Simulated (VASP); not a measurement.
Runs of VASP 6.6.1 on CsSnBr3. The structure is cubic, space group Pm-3m (No. 221). The conventional cell has a = 5.769 Å, b = 5.769 Å, c = 5.769 Å, α = 90.00°, β = 90.00°, γ = 90.00°. Cs (site symmetry m-3m) is surrounded by 12 Br at 4.08 Å. Sn (site symmetry m-3m) has 6 Br at 2.88 Å as nearest neighbours. Around Br (site symmetry 4/mmm) lie 2 Sn at 2.88 Å. The cell is a database's computed one.

| task | level | potentials or basis | spin | cell | k mesh | cutoff (eV) | gap on the mesh (eV) | pressure (GPa) |
| --- | --- | --- | --- | --- | --- | --- | --- | --- |
| relaxation of cell and atoms | PBEsol | VASP PAW PBE potentials, release 64 (Cs_sv, Sn_d, Br) | off | relaxed | 6 × 6 × 6 | 600 | 0.22 | 0.0 |
| band structure | PBE | VASP PAW PBE potentials, release 64 (Cs_sv, Sn_d, Br) | SOC, no magnetisation | as given | 4 × 4 × 4 | 520 | - | 1.5 |
| band structure | PBE | VASP PAW PBE potentials, release 64 (Cs_sv, Sn_d, Br) | off | as given | 6 × 6 × 6 | 520 | 0.31 | 1.5 |
| band structure | LDA | VASP PAW LDA potentials, release 64 (Cs_sv, Sn_d, Br) | off | as given | 6 × 6 × 6 | 520 | 0.22 | (a) |

Alike in all rows: smearing gaussian 0.03 eV.

Task: Estimate the missing entries.

Result: (a) -1.2.

Caveats: spin-orbit coupling is left out, which moves the levels of the heavy elements (some runs); the relaxation stopped at its first step, so nothing moved (some runs); the PAW data sets were made with another functional, which shifts forces and pressure a little (some runs).

A k mesh can miss the band edges, and rows without SOC leave out spin-orbit coupling on Br, Cs, Sn.
